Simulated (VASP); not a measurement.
# CaO in VASP: one cell, several levels of theory, part 1 of 3

What does VASP give for CaO built on the zincblende prototype, the cell held fixed? Runs: PBE, r2SCAN, LDA, PBEsol, the dielectric response in PBE. This is a trial cell built on a prototype, not taken from a measured structure, and it needn't be the compound's ground state.

Code: VASP 6.6.1. PAW datasets, plane waves. No spin polarisation and no zero-point or thermal motion; the cell was built from a prototype and may be hypothetical.

## 1. Starting point

The cell comes from an earlier relaxation with r2SCAN in another program.

Space group F-43m (No. 216), cubic; a = 5.213 Å in the conventional setting, 17.71 Å³ an atom. Around Ca lie 4 O at 2.26 Å; around O lie 4 Ca at 2.26 Å.

The structure in full:

```cif
data_structure
_symmetry_space_group_name_H-M 'F-43m'
_symmetry_Int_Tables_number 216
_cell_length_a 5.2135
_cell_length_b 5.2135
_cell_length_c 5.2135
_cell_angle_alpha 90.000
_cell_angle_beta 90.000
_cell_angle_gamma 90.000
_cell_volume 141.70
loop_
_atom_site_label
_atom_site_type_symbol
_atom_site_symmetry_multiplicity
_atom_site_Wyckoff_symbol
_atom_site_fract_x
_atom_site_fract_y
_atom_site_fract_z
_atom_site_occupancy
Ca1 Ca 4 a 0.00000 0.00000 0.00000 1
O1 O 4 d 0.25000 0.25000 0.75000 1
```

## 2. Single point with PBE

Input file INCAR:

```
ENCUT = 520.000000
SIGMA = 0.020000
EDIFF = 1.00e-07
GGA = PE
PREC = Accurate
IBRION = -1
ISIF = 2
ISMEAR = -1
NBANDS = 15
NELM = 120
NSW = 0
LASPH = .TRUE.
LCHARG = .FALSE.
LWAVE = .FALSE.
LREAL = .FALSE.
```

Input file KPOINTS:

```
KPOINTS created by Atomic Simulation Environment
0
Gamma
8 8 8
0 0 0
```

Input file KPOINTS_OPT:

```
special points
6
Reciprocal
0.0000000000 0.0000000000 0.0000000000 1
0.5000000000 0.0000000000 0.5000000000 1
0.5000000000 0.2500000000 0.7500000000 1
0.3750000000 0.3750000000 0.7500000000 1
0.5000000000 0.5000000000 0.5000000000 1
0.6250000000 0.2500000000 0.6250000000 1
```

Input file POSCAR:

```
Ca O
 1.0000000000000000
    -0.0000000000000000    2.6067317364962017    2.6067317364962017
     2.6067317364962017    0.0000000000000000    2.6067317364962017
     2.6067317364962017    2.6067317364962017    0.0000000000000000
 Ca  O
   1   1
Cartesian
  0.0000000000000000 -0.0000000000000000 -0.0000000000000000
  1.3033658682481006  1.3033658682481006  1.3033658682481006
```

Potentials: the recommended PBE PAW datasets, 16 valence electrons in the neutral cell.

Command:

```sh
mpirun -np 1 vasp_std
```

Printed to the terminal (iteration lines stand in OSZICAR):

```text
POSCAR found type information on POSCAR CaO
 POSCAR found :  2 types and       2 ions
 LDA part: xc-table for (Slater+PW92), standard interpolation
 POSCAR, INCAR and KPOINTS ok, starting setup
 FFT: planning ... GRIDC
 FFT: planning ... GRID_SOFT
 FFT: planning ... GRID
 WAVECAR not read
 entering main loop
 Start KPOINTS_OPT (optional k-point list driver)
k-point batch [1-6\6]
```

OSZICAR:

```text
N       E                     dE             d eps       ncg     rms          rms(c)
DAV:   1     0.128767346646E+03    0.12877E+03   -0.82628E+03   870   0.106E+03
DAV:   2    -0.901907399630E+01   -0.13779E+03   -0.12664E+03  1080   0.281E+02
DAV:   3    -0.148697671151E+02   -0.58507E+01   -0.58086E+01  1024   0.618E+01
DAV:   4    -0.150716935358E+02   -0.20193E+00   -0.20182E+00  1270   0.974E+00
DAV:   5    -0.150726860656E+02   -0.99253E-03   -0.99248E-03  1031   0.854E-01    0.972E+00
DAV:   6    -0.125520713046E+02    0.25206E+01   -0.85185E+00   954   0.253E+01    0.418E+00
DAV:   7    -0.124488576796E+02    0.10321E+00   -0.84135E-01   960   0.845E+00    0.200E+00
DAV:   8    -0.124378950518E+02    0.10963E-01   -0.13739E-01  1108   0.380E+00    0.477E-01
DAV:   9    -0.124366962742E+02    0.11988E-02   -0.10042E-02  1015   0.904E-01    0.168E-01
DAV:  10    -0.124385502769E+02   -0.18540E-02   -0.16015E-03   926   0.322E-01    0.567E-02
DAV:  11    -0.124386861566E+02   -0.13588E-03   -0.76719E-04  1046   0.187E-01    0.368E-02
DAV:  12    -0.124386708113E+02    0.15345E-04   -0.90143E-05  1101   0.105E-01    0.548E-03
DAV:  13    -0.124386702003E+02    0.61104E-06   -0.53379E-06   990   0.287E-02    0.155E-03
DAV:  14    -0.124386706671E+02   -0.46683E-06   -0.10653E-06   926   0.749E-03    0.641E-04
DAV:  15    -0.124386706920E+02   -0.24889E-07   -0.46531E-08   939   0.250E-03
   1 F= -.12438671E+02 E0= -.12438671E+02  d E =-.801459E-13
       N       E                     dE             ncg
DAV:   1     0.619038593782E+03   -0.34482E+04      180
DAV:   2    -0.149035652981E+03   -0.76807E+03      236
DAV:   3    -0.178559916800E+03   -0.29524E+02      194
DAV:   4    -0.179797886938E+03   -0.12380E+01      306
DAV:   5    -0.179803591395E+03   -0.57045E-02      187
DAV:   6    -0.179803685437E+03   -0.94042E-04      283
DAV:   7    -0.179803686290E+03   -0.85360E-06      209
DAV:   8    -0.179803686311E+03   -0.20797E-07      190
```

The lines after F= are the extra pass for the points of KPOINTS_OPT, at fixed density; their E is not a total energy.

From OUTCAR:

```text
k-points           NKPTS =     29   k-points in BZ     NKDIM =     29   number of bands    NBANDS=     15

   NELECT =      16.0000    total number of electrons

   dimension x,y,z NGX =    28 NGY =   28 NGZ =   28
   dimension x,y,z NGXF=    56 NGYF=   56 NGZF=   56

  energy-cutoff  :      520.00
  volume of cell :       35.43
      direct lattice vectors                 reciprocal lattice vectors
     0.000000000  2.606731736  2.606731736    -0.191811069  0.191811069  0.191811069
     2.606731736  0.000000000  2.606731736     0.191811069 -0.191811069  0.191811069
     2.606731736  2.606731736  0.000000000     0.191811069  0.191811069 -0.191811069

 k-points in reciprocal lattice and weights: KPOINTS created by Atomic Simulation Env
   0.00000000  0.00000000  0.00000000       0.002
   0.12500000  0.00000000  0.00000000       0.016
   0.25000000  0.00000000  0.00000000       0.016
   0.37500000  0.00000000  0.00000000       0.016
   0.50000000  0.00000000  0.00000000       0.008
   0.12500000  0.12500000  0.00000000       0.012
   0.25000000  0.12500000  0.00000000       0.047
   0.37500000  0.12500000  0.00000000       0.047
[... 21 more k-points ...]

 E-fermi :   1.0277

 k-point     1 :       0.0000    0.0000    0.0000
  band No.  band energies     occupation
      1     -36.6682      2.00000
      2     -17.6082      2.00000
      3     -17.6082      2.00000
      4     -17.6082      2.00000
      5     -14.3120      2.00000
      6      -0.1442      2.00000
      7      -0.1442      2.00000
      8      -0.1442      2.00000
      9       3.8074      0.00000
     10       8.4531      0.00000
     11       8.4531      0.00000
     12      10.0847      0.00000
     13      10.0847      0.00000
     14      10.0847      0.00000
     15      17.0376      0.00000

 k-point     2 :       0.1250    0.0000    0.0000
  band No.  band energies     occupation
      1     -36.6616      2.00000
      2     -17.7291      2.00000
      3     -17.6161      2.00000
      4     -17.6161      2.00000
      5     -14.1931      2.00000
      6      -0.3159      2.00000
      7      -0.1008      2.00000
      8      -0.1007      2.00000
      9       4.3525      0.00000
     10       8.2821      0.00000
     11       8.2821      0.00000
     12       9.8566      0.00000
     13      10.2341      0.00000
     14      10.2341      0.00000
     15      15.3752      0.00000

 k-point     3 :       0.2500    0.0000    0.0000
  band No.  band energies     occupation
      1     -36.6457      2.00000
      2     -17.9891      2.00000
      3     -17.6351      2.00000
      4     -17.6351      2.00000
      5     -13.9443      2.00000
      6      -0.5270      2.00000
      7      -0.0029      2.00000
      8      -0.0029      2.00000
      9       5.4762      0.00000
     10       8.1113      0.00000
     11       8.1113      0.00000
     12       9.4024      0.00000
     13      10.3147      0.00000
     14      10.3147      0.00000
     15      13.3926      0.00000

 k-point     4 :       0.3750    0.0000    0.0000
  band No.  band energies     occupation
      1     -36.6296      2.00000
      2     -18.2166      2.00000
      3     -17.6539      2.00000
      4     -17.6539      2.00000
      5     -13.7366      2.00000
      6      -0.5496      2.00000
      7       0.0836      2.00000
      8       0.0836      2.00000
      9       6.3498      0.00000
     10       8.2082      0.00000
     11       8.2082      0.00000
     12       8.9664      0.00000
     13      10.0804      0.00000
     14      10.0804      0.00000
     15      12.4128      0.00000

 k-point     5 :       0.5000    0.0000    0.0000
  band No.  band energies     occupation
      1     -36.6230      2.00000
      2     -18.3037      2.00000
      3     -17.6617      2.00000
      4     -17.6617      2.00000
      5     -13.6605      2.00000
      6      -0.5138      2.00000
      7       0.1158      2.00000
      8       0.1158      2.00000
      9       6.6201      0.00000
     10       8.3571      0.00000
     11       8.3571      0.00000
     12       8.7126      0.00000
     13       9.8625      0.00000
     14       9.8625      0.00000
     15      12.3726      0.00000

[... the tables of k-points 6 to 29 left out ...]

  Total        0.4072989      0.4072989      0.4072989     -0.0000000     -0.0000000      0.0000000
  in kB       18.4206423     18.4206423     18.4206423     -0.0000000     -0.0000000      0.0000000
  external PRESSURE =      18.4206423 kB  Pullay stress =       0.0000000 kB

 POSITION                                       TOTAL-FORCE (eV/Angst)
 -----------------------------------------------------------------------------------
      0.00000      0.00000      0.00000         0.000000      0.000000      0.000000
      1.30337      1.30337      1.30337        -0.000000     -0.000000     -0.000000
 -----------------------------------------------------------------------------------
    total drift:                               -0.000000     -0.000000     -0.000000

  FREE ENERGIE OF THE ION-ELECTRON SYSTEM (eV)
  ---------------------------------------------------
  free  energy   TOTEN  =       -12.4386706920 eV

  energy  without entropy=      -12.4386706920  energy(sigma->0) =      -12.43867069
```

It took 8.5 s on 1 MPI rank of Intel Xeon 6975P-C, shared host; peak memory 0.16 GiB.

The levels at the points of KPOINTS_OPT are read from vasprun.xml.

Near the gap, in eV above the top of the last filled band v; c is the band after it:

```csv
point,v−1,v,c,c+1
Γ,-0.63,-0.63,3.33,7.97
X,0.00,0.00,4.93,6.63
W,-0.57,0.00,4.96,6.44
K,-0.28,-0.11,5.01,6.74
L,-0.37,-0.37,6.14,7.88
U,-0.28,-0.11,5.01,6.74
```

PBE gives an indirect gap of 3.33 eV, from W to Γ; the least direct gap is 3.95 eV. Pressure: 1.84 GPa; the forces vanish within 0.01 eV/Å.

## 3. r2SCAN

Input file INCAR:

```
ENCUT = 520.000000
SIGMA = 0.010000
EDIFF = 1.00e-07
ALGO = Normal
METAGGA = R2SCAN
PREC = Accurate
IBRION = -1
ISIF = 2
ISMEAR = 0
NBANDS = 15
NELM = 120
NSW = 0
LASPH = .TRUE.
LCHARG = .TRUE.
LELF = .TRUE.
LWAVE = .FALSE.
LREAL = .FALSE.
```

KPOINTS is that of step 2.

KPOINTS_OPT is that of step 2.

POSCAR is that of step 2.

Command:

```sh
mpirun -np 1 vasp_std
```

Standard output, without the iteration lines:

```text
POSCAR found type information on POSCAR CaO
 POSCAR found :  2 types and       2 ions
 -----------------------------------------------------------------------------
|                                                                             |
|                                                                             |
|     You enforced a specific xc type in the INCAR file but a different       |
|     I HOPE YOU KNOW WHAT YOU ARE DOING!                                     |
|                                                                             |
 -----------------------------------------------------------------------------

 LDA part: xc-table for (None), standard interpolation
 POSCAR, INCAR and KPOINTS ok, starting setup
 FFT: planning ... GRIDC
 FFT: planning ... GRID_SOFT
 FFT: planning ... GRID
 WAVECAR not read
 entering main loop
 Start KPOINTS_OPT (optional k-point list driver)
k-point batch [1-6\6]
```

OSZICAR:

```text
N       E                     dE             d eps       ncg     rms          rms(c)
DAV:   1     0.123297003522E+03    0.12330E+03   -0.84198E+03   870   0.109E+03
DAV:   2    -0.194763599858E+02   -0.14277E+03   -0.13106E+03  1087   0.290E+02
DAV:   3    -0.256425080369E+02   -0.61661E+01   -0.61105E+01  1102   0.647E+01
DAV:   4    -0.258536873131E+02   -0.21118E+00   -0.21105E+00  1219   0.105E+01
DAV:   5    -0.258548320091E+02   -0.11447E-02   -0.11447E-02  1067   0.813E-01    0.874E+00
DAV:   6    -0.187152775781E+02    0.71396E+01   -0.49317E+00  1192   0.255E+01    0.280E+00
DAV:   7    -0.189194723673E+02   -0.20419E+00   -0.83962E-01   898   0.622E+00    0.224E+00
DAV:   8    -0.189947045013E+02   -0.75232E-01   -0.37063E-01   996   0.635E+00    0.171E+00
DAV:   9    -0.189416565311E+02    0.53048E-01   -0.18242E-01   989   0.408E+00    0.259E-01
DAV:  10    -0.189398200577E+02    0.18365E-02   -0.83365E-03   962   0.903E-01    0.917E-02
DAV:  11    -0.189404649015E+02   -0.64484E-03   -0.22900E-03   898   0.394E-01    0.115E-01
DAV:  12    -0.189401918358E+02    0.27307E-03   -0.10052E-03  1024   0.240E-01    0.226E-02
DAV:  13    -0.189401890910E+02    0.27448E-05   -0.36862E-05   963   0.667E-02    0.141E-02
DAV:  14    -0.189401878185E+02    0.12725E-05   -0.19504E-06  1157   0.129E-02    0.853E-03
DAV:  15    -0.189401868312E+02    0.98731E-06   -0.38201E-06   905   0.146E-02    0.879E-04
DAV:  16    -0.189401867259E+02    0.10526E-06   -0.12479E-07   808   0.339E-03    0.730E-04
DAV:  17    -0.189401866569E+02    0.69075E-07   -0.13344E-08   442   0.974E-04
   1 F= -.18940187E+02 E0= -.18940187E+02  d E =-.477325E-76
       N       E                     dE             ncg
DAV:   1     0.572280183609E+03   -0.34950E+04      180
DAV:   2    -0.227947429788E+03   -0.80023E+03      236
DAV:   3    -0.258190255667E+03   -0.30243E+02      187
DAV:   4    -0.259483519824E+03   -0.12933E+01      306
DAV:   5    -0.259489973693E+03   -0.64539E-02      187
DAV:   6    -0.259490083339E+03   -0.10965E-03      291
DAV:   7    -0.259490084306E+03   -0.96720E-06      201
DAV:   8    -0.259490084334E+03   -0.28289E-07      190
```

Parts of OUTCAR:

```text
k-points           NKPTS =     29   k-points in BZ     NKDIM =     29   number of bands    NBANDS=     15

   NELECT =      16.0000    total number of electrons

   dimension x,y,z NGX =    28 NGY =   28 NGZ =   28
   dimension x,y,z NGXF=    56 NGYF=   56 NGZF=   56

  energy-cutoff  :      520.00
  volume of cell :       35.43
      direct lattice vectors                 reciprocal lattice vectors
     0.000000000  2.606731736  2.606731736    -0.191811069  0.191811069  0.191811069
     2.606731736  0.000000000  2.606731736     0.191811069 -0.191811069  0.191811069
     2.606731736  2.606731736  0.000000000     0.191811069  0.191811069 -0.191811069

 k-points in reciprocal lattice and weights: KPOINTS created by Atomic Simulation Env
   0.00000000  0.00000000  0.00000000       0.002
   0.12500000  0.00000000  0.00000000       0.016
   0.25000000  0.00000000  0.00000000       0.016
   0.37500000  0.00000000  0.00000000       0.016
   0.50000000  0.00000000  0.00000000       0.008
   0.12500000  0.12500000  0.00000000       0.012
   0.25000000  0.12500000  0.00000000       0.047
   0.37500000  0.12500000  0.00000000       0.047
[... 21 more k-points ...]

 E-fermi :   0.2755

 k-point     1 :       0.0000    0.0000    0.0000
  band No.  band energies     occupation
      1     -38.4129      2.00000
      2     -18.4727      2.00000
      3     -18.4727      2.00000
      4     -18.4727      2.00000
      5     -15.6066      2.00000
      6      -0.4784      2.00000
      7      -0.4784      2.00000
      8      -0.4784      2.00000
      9       3.8798      0.00000
     10       8.8009      0.00000
     11       8.8010      0.00000
     12      10.4326      0.00000
     13      10.4326      0.00000
     14      10.4326      0.00000
     15      17.5288      0.00000

 k-point     2 :       0.1250    0.0000    0.0000
  band No.  band energies     occupation
      1     -38.4062      2.00000
      2     -18.6132      2.00000
      3     -18.4808      2.00000
      4     -18.4808      2.00000
      5     -15.4696      2.00000
      6      -0.6406      2.00000
      7      -0.4349      2.00000
      8      -0.4349      2.00000
      9       4.4235      0.00000
     10       8.6147      0.00000
     11       8.6147      0.00000
     12      10.1882      0.00000
     13      10.5999      0.00000
     14      10.5999      0.00000
     15      15.7455      0.00000

 k-point     3 :       0.2500    0.0000    0.0000
  band No.  band energies     occupation
      1     -38.3900      2.00000
      2     -18.9071      2.00000
      3     -18.5003      2.00000
      4     -18.5003      2.00000
      5     -15.1904      2.00000
      6      -0.8463      2.00000
      7      -0.3366      2.00000
      8      -0.3366      2.00000
      9       5.5570      0.00000
     10       8.4292      0.00000
     11       8.4292      0.00000
     12       9.7101      0.00000
     13      10.6954      0.00000
     14      10.6955      0.00000
     15      13.7444      0.00000

 k-point     4 :       0.3750    0.0000    0.0000
  band No.  band energies     occupation
      1     -38.3738      2.00000
      2     -19.1578      2.00000
      3     -18.5197      2.00000
      4     -18.5197      2.00000
      5     -14.9622      2.00000
      6      -0.8739      2.00000
      7      -0.2489      2.00000
      8      -0.2489      2.00000
      9       6.4475      0.00000
     10       8.5261      0.00000
     11       8.5261      0.00000
     12       9.2427      0.00000
     13      10.4541      0.00000
     14      10.4541      0.00000
     15      12.8031      0.00000

 k-point     5 :       0.5000    0.0000    0.0000
  band No.  band energies     occupation
      1     -38.3670      2.00000
      2     -19.2527      2.00000
      3     -18.5277      2.00000
      4     -18.5277      2.00000
      5     -14.8793      2.00000
      6      -0.8425      2.00000
      7      -0.2160      2.00000
      8      -0.2160      2.00000
      9       6.7310      0.00000
     10       8.6799      0.00000
     11       8.6799      0.00000
     12       8.9620      0.00000
     13      10.2264      0.00000
     14      10.2264      0.00000
     15      12.8106      0.00000

[... the tables of k-points 6 to 29 left out ...]

  Total        0.1994563      0.1994563      0.1994563      0.0000000      0.0000000      0.0000000
  in kB        9.0206817      9.0206817      9.0206817      0.0000000      0.0000000      0.0000000
  external PRESSURE =       9.0206817 kB  Pullay stress =       0.0000000 kB

 POSITION                                       TOTAL-FORCE (eV/Angst)
 -----------------------------------------------------------------------------------
      0.00000      0.00000      0.00000        -0.000000     -0.000000     -0.000000
      1.30337      1.30337      1.30337         0.000000      0.000000      0.000000
 -----------------------------------------------------------------------------------
    total drift:                               -0.000000     -0.000000     -0.000000

  FREE ENERGIE OF THE ION-ELECTRON SYSTEM (eV)
  ---------------------------------------------------
  free  energy   TOTEN  =       -18.9401866569 eV

  energy  without entropy=      -18.9401866569  energy(sigma->0) =      -18.94018666
```

Run time: 36 s. Hardware: 1 MPI rank of Intel Xeon 6975P-C, shared host; peak memory 0.18 GiB.

The levels at the points of KPOINTS_OPT are read from vasprun.xml.

Near the gap, in eV above the top of the last filled band v; c is the band after it:

```
point    v−1      v     c   c+1
    Γ  -0.62  -0.62  3.73  8.65
    X   0.00   0.00  5.34  7.21
    W  -0.56   0.00  5.38  7.03
    K  -0.27  -0.10  5.43  7.32
    L  -0.36  -0.36  6.58  8.53
    U  -0.27  -0.10  5.43  7.32
```

The r2SCAN gap is 3.73 eV and indirect (W to Γ), with 4.36 eV as the least direct one. Pressure: 0.90 GPa; the forces vanish within 0.01 eV/Å.

Axes a, b and c in the maps are those of this run's conventional cell (a, b, c = 5.213, 5.213, 5.213 Å).

Density in a lattice plane of the grid's cell (edges 5.21 and 5.21 Å, at 0.000 of the third edge), which holds Ca.

Values in e/Å³, 12 rows by 12 columns:
```
4.39 2.62 0.48 0.08 0.04 0.03 0.02 0.03 0.04 0.08 0.48 2.62
0.85 0.48 0.15 0.10 0.07 0.04 0.03 0.04 0.07 0.10 0.15 0.48
0.07 0.08 0.10 0.11 0.10 0.08 0.07 0.08 0.10 0.11 0.10 0.08
0.03 0.04 0.07 0.10 0.15 0.48 0.85 0.48 0.15 0.10 0.07 0.04
0.02 0.03 0.04 0.08 0.48 2.62 4.39 2.62 0.48 0.08 0.04 0.03
0.02 0.02 0.03 0.07 0.85 4.39 6.82 4.39 0.85 0.07 0.03 0.02
0.02 0.03 0.04 0.08 0.48 2.62 4.39 2.62 0.48 0.08 0.04 0.03
0.03 0.04 0.07 0.10 0.15 0.48 0.85 0.48 0.15 0.10 0.07 0.04
0.07 0.08 0.10 0.11 0.10 0.08 0.07 0.08 0.10 0.11 0.10 0.08
0.85 0.48 0.15 0.10 0.07 0.04 0.03 0.04 0.07 0.10 0.15 0.48
4.39 2.62 0.48 0.08 0.04 0.03 0.02 0.03 0.04 0.08 0.48 2.62
6.82 4.39 0.85 0.07 0.03 0.02 0.02 0.02 0.03 0.07 0.85 4.39
```
Columns run along the first of these edges and rows up along the second, over one cell in 12 and 12 even steps from the bottom left corner. Atoms in the plane (fractional): Ca at (0.00, 0.00), Ca at (0.50, 0.50).

ELF in the same plane.

Ten even steps from ' ' (0.02) to '@' (0.73):
```
##%%@@@@##::                          ::##@@@@%%
@@@@@@%%==      ....          ....      ==%%@@@@
@@@@##--..  ..::--..          ..--::..  ..==##@@
==--..    ::====--..          ..--====::    ..--
        ::==++==::              ::==++==::      
      ..--====::    ..--==--..    ::====--..    
      ..--::..  ..--##%%@@@@##--..  ..::--..    
      ....      ==%%@@@@@@@@@@%%==      ....    
              ::##@@@@%%##%%@@@@##::            
              ::%%@@@@##++##@@@@%%::            
              ::##@@@@%%##%%@@@@##::            
      ....      ==%%@@@@@@@@@@%%==      ....    
      ..--::..  ..==##@@@@@@##--..  ..::--..    
      ..--====::    ..--==--..    ::====--..    
        ::==++==::              ::==++==::      
==--..    ::====--..          ..--====::    ..--
@@@@##--..  ..::--..          ..--::..  ..--##%%
@@@@@@%%==      ....          ....      ==%%@@@@
##%%@@@@##::                          ::##@@@@%%
++##@@@@%%::                          ::%%@@@@##
```
Columns run along the first of these edges and rows up along the second, over one cell in 24 and 20 even steps from the bottom left corner. Atoms in the plane (fractional): Ca at (0.00, 0.00), Ca at (0.50, 0.50).

Both are smooth fields of the valence electrons: close to the nuclei they are not physical.

The highest ELF values outside the cores: 0.84 in the shell around O, 0.6 Å from O.

(Continued in part 2 of 3.)
